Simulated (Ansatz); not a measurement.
# TiSi2: an elastic constant from a strain scan

Computed with DFT PBE, scalar-relativistic, plane waves, PAW in Ansatz 0.2.0. The runs took a 420 eV cutoff, a Γ-centred 14×14×14 mesh and Gaussian smearing (0.15 eV). No spin polarisation. Energies are free energies at this smearing, counted from the undisturbed cell; pressure is positive in compression.

The undisturbed cell (relaxed at this level; this form isn't the usual structure):

```
Ti Si
1.0
     1.77380   -6.78034    0.00000
     1.77380    6.78034    0.00000
     0.00000    0.00000    3.57922
Ti Si
2 4
Direct
  0.89682 0.10318 0.75000
  0.10318 0.89682 0.25000
  0.55915 0.44085 0.75000
  0.44085 0.55915 0.25000
  0.24983 0.75017 0.75000
  0.75017 0.24983 0.25000
```

The cell is strained by ε times the Voigt pattern (0, 1, 0, 0, 0, 0) (xx, yy, zz, yz, xz, xy; engineering shear) with fractional coordinates fixed. The cell holds 6 atoms in V0 = 86.09 Å³. The stress column is τ = (1/V0) dE/dε, got from the stress tensor σ (compression positive) at each point as −det(1 + εP) σ : P(1 + εP)⁻¹, with P the pattern as a tensor.

| ε | ΔE (meV/atom) | τ (GPa) |
| --- | --- | --- |
| -0.0600 | 44.625 | -17.895 |
| -0.0450 | 24.156 | -12.671 |
| -0.0300 | 10.343 | -7.978 |
| -0.0150 | 2.501 | -3.776 |
| 0.0000 | 0.000 | -0.018 |
| 0.0150 | 2.276 | 3.343 |
| 0.0300 | 8.825 | 6.351 |
| 0.0450 | 19.197 | 9.037 |
| 0.0525 | 25.684 | 10.263 |
| 0.0600 | ? | ? |

Q: Which combination of elastic constants does this scan measure, and how large is it?

A: For small ε, τ = τ0 + Kε with K = pᵀCp, which for this pattern is C22 in the Cartesian frame shown. The parabola through τ at ε = -0.0150, 0 and 0.0150 has slope K = 237 GPa at zero. The energies per cell, E = NΔE, of the same two points give K = 2[E(ε₊)/ε₊ − E(ε₋)/ε₋]/[(ε₊ − ε₋)V0] = 237 GPa, in agreement. These are clamped-ion values.

Q: Predict the withheld row at ε = 0.0600 from the harmonic law, and compare.

A: ΔE = V0(τ0 ε + Kε²/2)/N = 38.161 meV/atom and τ = 14.22 GPa. The calculation gives 32.968 meV/atom and 11.41 GPa: the energy lies 14 % below the harmonic value, as bonds soften when stretched.

Forces appear on the atoms along this scan, and letting them relax would lower the energy and soften the response. In a metal these slopes depend on the k mesh and the smearing.